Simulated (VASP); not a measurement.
# BN (Qingsongite) (F-43m) in VASP: a series of runs

The runs below take BN (Qingsongite) through single point, with r2SCAN, PBE, HSE06, PBE0.

Everything below comes from runs of VASP 6.6.1. Logs are shortened: lines on timing, memory, paths and dates and some standing lists are left out, and cuts for length are marked.

**The experiment to reproduce.**

From a printed reference work, monograph, for a bulk crystal of BN at 300 K: band gap 6.4 eV (indirect).

How close the calculation comes is told below.

## 1. The cell of the first run

Symmetry: F-43m, No. 216, cubic system. Conventional cell: a = 3.610 Å, b = 3.610 Å, c = 3.610 Å, α = 90.00°, β = 90.00°, γ = 90.00°. B (site symmetry -43m) has 4 N at 1.56 Å within 2.1 Å. Within 2.1 Å of N (site symmetry -43m) lie 4 B at 1.56 Å.

## 2. Single point, r2SCAN

Contents of POSCAR:

```
BN
1.0
    0.0000000000      1.8048245478      1.8048245478
    1.8048245478      0.0000000000      1.8048245478
    1.8048245478      1.8048245478      0.0000000000
B N
1 1
Direct
    0.0000000000      0.0000000000      0.0000000000
    0.2500000000      0.2500000000      0.2500000000
```

Contents of INCAR.step1:

```
  PREC = Accurate
  ENCUT = 520
  ISMEAR = 0
  SIGMA = 0.01
  LREAL = False
  LASPH = True
  NELM = 100
  NBANDS = 11
  GGA = PE
  ALGO = Normal
  EDIFF = 1E-4
  LWAVE = True
  LCHARG = False
```

Contents of INCAR.step2:

```
  PREC = Accurate
  ENCUT = 520
  EDIFF = 1E-7
  ISMEAR = 0
  SIGMA = 0.01
  LREAL = False
  LASPH = True
  NELM = 100
  ALGO = Normal
  ISIF = 2
  LWAVE = False
  LCHARG = False
  METAGGA = R2SCAN
  LMIXTAU = True
  NBANDS = 11
  ISTART = 1
```

Contents of KPOINTS:

```
regular mesh
0
Gamma
  8 8 8
```

Potentials or basis: VASP PAW PBE potentials, release 64 (B, N).

Command:

```bash
cat potpaw_PBE.64/B/POTCAR potpaw_PBE.64/N/POTCAR > POTCAR
cp INCAR.step1 INCAR
mpirun -np 1 vasp_std > vasp.out
cp INCAR.step2 INCAR
mpirun -np 1 vasp_std > vasp.out
```

OUTCAR:

```text
PREC = Accurate
   ENCUT = 520
   EDIFF = 1E-7
   ISMEAR = 0
   LREAL = False
   LASPH = True
   NELM = 100
   ISIF = 2
   METAGGA = R2SCAN
   ISTART = 1

 ion  position               nearest neighbor table
   1  0.000  0.000  0.000-   2 1.56   2 1.56   2 1.56   2 1.56
   2  0.250  0.250  0.250-   1 1.56   1 1.56   1 1.56   1 1.56

  LATTYP: Found a face centered cubic cell.
 ALAT       =     3.6096490956

  Lattice vectors:

 A1 = (   0.0000000000,   1.8048245478,   1.8048245478)
 A2 = (   1.8048245478,   0.0000000000,   1.8048245478)
 A3 = (   1.8048245478,   1.8048245478,   0.0000000000)

Analysis of symmetry for initial positions (statically):
=====================================================================
 Subroutine PRICEL returns:
 Original cell was already a primitive cell.

 Routine SETGRP: Setting up the symmetry group for a
 face centered cubic supercell.

 Subroutine GETGRP returns: Found 24 space group operations
 (whereof 24 operations were pure point group operations)
 out of a pool of 48 trial point group operations.

The static configuration has the point symmetry T_d .

Analysis of symmetry for dynamics (positions and initial velocities):
=====================================================================
 Subroutine PRICEL returns:
 Original cell was already a primitive cell.

 Routine SETGRP: Setting up the symmetry group for a
 face centered cubic supercell.

 Subroutine GETGRP returns: Found 24 space group operations
 (whereof 24 operations were pure point group operations)
 out of a pool of 48 trial point group operations.

The dynamic configuration has the point symmetry T_d .

 Subroutine INISYM returns: Found 24 space group operations
 (whereof 24 operations are pure point group operations),
 and found     1 'primitive' translations

----------------------------------------------------------------------------------------

                                     Primitive cell

  volume of cell :      11.7580

  direct lattice vectors                    reciprocal lattice vectors
     0.000000000  1.804824548  1.804824548    -0.277035239  0.277035239  0.277035239
     1.804824548  0.000000000  1.804824548     0.277035239 -0.277035239  0.277035239
     1.804824548  1.804824548  0.000000000     0.277035239  0.277035239 -0.277035239

  length of vectors
     2.552407353  2.552407353  2.552407353     0.479839109  0.479839109  0.479839109

  position of ions in fractional coordinates (direct lattice)
     0.000000000  0.000000000  0.000000000
     0.250000000  0.250000000  0.250000000

  ion indices of the primitive-cell ions
   primitive index   ion index
                 1           1
                 2           2

----------------------------------------------------------------------------------------

 KPOINTS: regular mesh

Automatic generation of k-mesh.
 Grid dimensions read from file:
 generate k-points for:    8    8    8

 Generating k-lattice:

  Cartesian coordinates                     Fractional coordinates (reciprocal lattice)
    -0.034629405  0.034629405  0.034629405     0.125000000  0.000000000  0.000000000
     0.034629405 -0.034629405  0.034629405     0.000000000  0.125000000  0.000000000
     0.034629405  0.034629405 -0.034629405     0.000000000  0.000000000  0.125000000

  Length of vectors
     0.059979889  0.059979889  0.059979889

  Shift w.r.t. Gamma in fractional coordinates (k-lattice)
     0.000000000  0.000000000  0.000000000

 Subroutine IBZKPT returns following result:
 ===========================================

 Found     29 irreducible k-points:

 Following reciprocal coordinates:
            Coordinates               Weight
  0.000000  0.000000  0.000000      1.000000
  0.125000  0.000000  0.000000      8.000000
  0.250000  0.000000  0.000000      8.000000
  0.375000  0.000000  0.000000      8.000000
  0.500000  0.000000  0.000000      4.000000
  0.125000  0.125000  0.000000      6.000000
[... 16 lines left out ...]
  0.500000  0.250000  0.125000     48.000000
 -0.375000  0.250000  0.125000     24.000000
 [... further k-points ...]
   k-points           NKPTS =     29   k-points in BZ     NKDIM =     29   number of bands    NBANDS=     11
   number of dos      NEDOS =    301   number of ions     NIONS =      2
   total plane-waves  NPLWV =   8000
   dimension x,y,z NGX =    20 NGY =   20 NGZ =   20
   dimension x,y,z NGXF=    40 NGYF=   40 NGZF=   40
   ions per type =               1   1
   NGX,Y,Z   is equivalent  to a cutoff of  13.03, 13.03, 13.03 a.u.
   NGXF,Y,Z  is equivalent  to a cutoff of  26.05, 26.05, 26.05 a.u.
 SYSTEM =  unknown system
   PREC   = accura    normal or accurate (medium, high low for compatibility)
   ISTART =      1    job   : 0-new  1-cont  2-samecut
   ICHARG =      0    charge: 1-file 2-atom 10-const
   ISPIN  =      1    spin polarized calculation?
   LNONCOLLINEAR =      F non collinear calculations
   LSORBIT =      F    spin-orbit coupling
   LASPH  =      T    aspherical Exc in radial PAW
   ENCUT  =  520.0 eV  38.22 Ry    6.18 a.u.   4.75  4.75  4.75*2*pi/ulx,y,z
   NELM   =    100;   NELMIN=  2; NELMDL=  0     # of ELM steps
   EDIFF  = 0.1E-06   stopping-criterion for ELM
   LREAL  =      F    real-space projection
   EDIFFG = 0.1E-05   stopping-criterion for IOM
   NSW    =      0    number of steps for IOM
   IBRION =     -1    ionic relax: 0-MD 1-quasi-New 2-CG
   NFREE  =      0    steps in history (QN), initial steepest desc. (CG)
   ISIF   =      2    stress and relaxation
   ISYM   =      2    0-nonsym 1-usesym 2-fastsym
   POTIM  = 0.5000    time-step for ionic-motion
   TEBEG  =    0.0;   TEEND  =   0.0 temperature during run
   PSTRESS=    0.0 pullay stress
   NELECT =       8.0000    total number of electrons
   NUPDOWN=      -1.0000    fix difference up-down
   EMIN   =  10.00;   EMAX   =-10.00  energy-range for DOS
   EFERMI =   0.00;   METHOD = LEGACY
   ISMEAR =     0;   SIGMA  =   0.01  broadening in eV -4-tet -1-fermi 0-gaus
   EFERMI_NEDOS =   21; number of points for ismear=-14 and -15
   IALGO  =     38    algorithm
   IMIX   =      4    mixing-type and parameters
     AMIX     =   0.40;   BMIX     =  1.00
     AMIX_MAG =   1.60;   BMIX_MAG =  1.00
  volume/ion in A,a.u.               =       5.88        39.67
  Fermi-wavevector in a.u.,A,eV,Ry     =   1.439881  2.720980 28.208366  2.073256
  Thomas-Fermi vector in A             =   2.558687
   LORBIT       =      0    0 simple, 1 ext, 2 COOP (PROOUT), +10 PAW based schemes
   METAGGA = R2SCAN    functional components
   LHFCALC =     F    Hartree Fock is set to
   AEXX    =    0.0000 exact exchange contribution
   IVDW    =     0    specifies the selected vdW correction
   LEPSILON=     F    determine dielectric tensor
   LRPA    =     F    only Hartree local field effects (RPA)
 non-spin polarized calculation
 Gauss-broadening in eV      SIGMA  =   0.01
  energy-cutoff  :      520.00
  volume of cell :       11.76
 maximum number of plane-waves:       332
   NGX =  9   NGY =  9   NGZ =  9

 number of electron       7.9999999 magnetization

 Free energy of the ion-electron system (eV)
  ---------------------------------------------------
  ext. energy  EPLUGINS =         0.00000000
  ---------------------------------------------------
  free energy    TOTEN  =       -19.17124349 eV

  energy without entropy =      -19.17124349  energy(sigma->0) =      -19.17124349

 E-fermi :   7.3470     XC(G=0): -13.6698

 val. band max:        7.2974401236   @ k =   0.0000   0.0000   0.0000
 cond. band min:      12.2789091824   @ k =   0.5000   0.5000   0.0000
 fundamental gap:      4.9814690588
 Fermi energy:         7.3469684084

 k-point     1 :       0.0000    0.0000    0.0000
  band No.  band energies     occupation
      1     -14.0455      2.00000
      2       7.2974      2.00000
      3       7.2974      2.00000
      4       7.2974      2.00000
      5      16.8454      0.00000
      6      16.8454      0.00000
      7      16.8454      0.00000
      8      18.4361      0.00000
      9      33.5174      0.00000
     10      36.0956      0.00000
     11      36.0956      0.00000

 k-point     2 :       0.1250    0.0000    0.0000
  band No.  band energies     occupation
      1     -13.6519      2.00000
      2       5.3326      2.00000
      3       6.9033      2.00000
      4       6.9033      2.00000
      5      17.2390      0.00000
      6      17.4476      0.00000
      7      17.4476      0.00000
      8      19.6845      0.00000
      9      33.0347      0.00000
     10      33.0347      0.00000
     11      33.0492      0.00000

 k-point     3 :       0.2500    0.0000    0.0000
  band No.  band energies     occupation
      1     -12.5124      2.00000
      2       1.5603      2.00000
      3       6.1245      2.00000
      4       6.1245      2.00000
      5      17.6822      0.00000
      6      18.4424      0.00000
      7      18.4424      0.00000
      8      21.8979      0.00000
      9      31.9738      0.00000
     10      31.9738      0.00000
     11      32.1502      0.00000

 k-point     4 :       0.3750    0.0000    0.0000
  band No.  band energies     occupation
      1     -10.8454      2.00000
      2      -2.0294      2.00000
      3       5.5010      2.00000
      4       5.5010      2.00000
      5      18.0193      0.00000
      6      18.8005      0.00000
      7      18.8005      0.00000
      8      23.3131      0.00000
      9      31.9759      0.00000
     10      33.6823      0.00000
     11      33.6823      0.00000
[... 239 lines left out ...]
 k-point    22 :       0.3750    0.2500    0.1250
  band No.  band energies     occupation
      1     -11.5429      2.00000
      2       1.3088      2.00000
      3       3.1891      2.00000
      4       5.1881      2.00000
      5      16.5872      0.00000
      6      20.0446      0.00000
      7      20.7756      0.00000
      8      21.6165      0.00000
      9      27.9660      0.00000
     10      34.4083      0.00000
     11      36.1506      0.00000

 k-point    23 :       0.5000    0.2500    0.1250
  band No.  band energies     occupation
      1      -9.9905      2.00000
      2      -1.2982      2.00000
      3       2.3254      2.00000
      4       4.2275      2.00000
      5      17.4311      0.00000
      6      19.5057      0.00000
      7      21.9914      0.00000
      8      23.0184      0.00000
      9      28.6994      0.00000
     10      33.9307      0.00000
     11      36.3742      0.00000

 k-point    24 :      -0.3750    0.2500    0.1250
  band No.  band energies     occupation
      1      -9.0027      2.00000
      2      -2.7953      2.00000
      3       2.2411      2.00000
      4       3.7082      2.00000
      5      17.6339      0.00000
      6      19.2840      0.00000
      7      22.7032      0.00000
      8      24.2536      0.00000
      9      27.9899      0.00000
     10      34.6656      0.00000
     11      36.3296      0.00000

 [... further k-points ...]

------------------------ aborting loop because EDIFF is reached ----------------------------------------

  FORCE on cell =-STRESS in cart. coord.  units (eV):
  Direction    XX          YY          ZZ          XY          YZ          ZX
  --------------------------------------------------------------------------------------
  -------------------------------------------------------------------------------------
  Total        0.0838644      0.0838644      0.0838644     -0.0000000      0.0000000      0.0000000
  in kB       11.4275479     11.4275479     11.4275479     -0.0000000      0.0000000      0.0000000
  external PRESSURE =      11.4275479 kB  Pullay stress =       0.0000000 kB

 VOLUME and BASIS-vectors are now :
 -----------------------------------------------------------------------------
  energy-cutoff  :      520.00
  volume of cell :       11.76
      direct lattice vectors                 reciprocal lattice vectors
     0.000000000  1.804824548  1.804824548    -0.277035239  0.277035239  0.277035239
     1.804824548  0.000000000  1.804824548     0.277035239 -0.277035239  0.277035239
     1.804824548  1.804824548  0.000000000     0.277035239  0.277035239 -0.277035239

 POSITION                                       TOTAL-FORCE (eV/Angst)
 -----------------------------------------------------------------------------------
      0.00000      0.00000      0.00000        -0.000000      0.000000      0.000000
      0.90241      0.90241      0.90241         0.000000     -0.000000     -0.000000
 -----------------------------------------------------------------------------------
    total drift:                                0.000000      0.000000      0.000000

  FREE ENERGIE OF THE ION-ELECTRON SYSTEM (eV)
  ---------------------------------------------------
  free  energy   TOTEN  =       -19.1712434872 eV

  energy  without entropy=      -19.1712434872  energy(sigma->0) =      -19.17124349
```

It took 17 s on 1 thread of Intel Xeon Platinum 8259CL at 2.50GHz (Skylake/Cascade Lake), shared host; peak memory 0.12 GiB.

What came out:

- Free energy: -19.1712 eV
- Pressure: 1.1 GPa
- Band gap on the k mesh: 4.98 eV, indirect (least direct gap 9.55 eV)

Levels at points of the mesh, in eV from the valence-band top:
| k point | band 1 | band 2 | band 3 | band 4 | band 5 | band 6 | band 7 | band 8 | band 9 |
| --- | --- | --- | --- | --- | --- | --- | --- | --- | --- |
| (0.00, 0.00, 0.00) | -21.34 | 0.00 | 0.00 | 0.00 | 9.55 | 9.55 | 9.55 | 11.14 | 26.22 |
| (0.50, 0.00, 0.00) | -17.03 | -11.13 | -2.02 | -2.02 | 10.85 | 11.49 | 11.49 | 16.45 | 24.94 |
| (0.50, 0.50, 0.00) | -15.60 | -9.35 | -5.12 | -5.12 | 4.98 | 9.84 | 19.33 | 19.33 | 22.27 |

Caveat: the PAW data sets were made with another functional, which shifts forces and pressure a little.

[end of part 1 of 2]
